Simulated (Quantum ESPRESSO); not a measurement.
PbO (Litharge): Wannier functions under several settings

```
Pb O
1.0
     3.99000    0.00000    0.00000
     0.00000    3.99000    0.00000
     0.00000    0.00000    5.01000
Pb O
2 2
Direct
  0.50000 0.00000 0.76000
  0.00000 0.50000 0.24000
  0.50000 0.50000 0.00000
  0.00000 0.00000 0.00000
```

All runs used Quantum ESPRESSO 7.5; potentials PseudoDojo 0.4.1 SR PBE standard; k mesh 6 × 6 × 5; given cell; no spin polarisation; cutoff 1143 eV; occupations fermi-dirac, width 0.05 eV.

```tsv
level	start	Wannier mesh	spread a function (Å²)
PBE	atomic projections with disentanglement	4 × 4 × 4	0.89
PBE	atomic projections with disentanglement, not minimised	4 × 4 × 4	1.06
PBE	SCDM with an erfc weight	4 × 4 × 4	?
```

Task: What stands in the row left open?

Result: Spread a function 1.15 Å².

Caveats: the Wannier minimisation didn't converge (some runs).

